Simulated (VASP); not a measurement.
Input of a VASP 6.6.1 run:

Contents of INCAR:

```
SYSTEM = As
PREC = Accurate ; ENCUT = 520
EDIFF = 1E-6 ; ISMEAR = 0
SIGMA = 0.1 ; LREAL = .FALSE.
LASPH = .TRUE. ; NELM = 80
ALGO = Fast ; ISIF = 2
LWAVE = .FALSE. ; LCHARG = .FALSE.
GGA = PE ; NBANDS = 8
```

File KPOINTS:

```
regular mesh
0
G
  16 16 16
  0 0 0
```

Contents of POSCAR:

```
As
1.0
    2.6585032225      0.0000000000      0.0000000000
    0.0000000000      2.6585032225      0.0000000000
    0.0000000000      0.0000000000      2.6585032225
As
1
Direct
    0.5000000000      0.5000000000      0.5000000000
```

Potentials or basis: VASP PAW PBE potentials, release 64 (As).

Command:

```sh
$ cat potpaw_PBE.64/As/POTCAR > POTCAR
$ mpirun -np 1 vasp_std > vasp.out
```

Problem. Predict the pressure.

Solution. 7.7 GPa.

Problem. Estimate the band gap on the k mesh.

Solution. None (metal or under the smearing width).
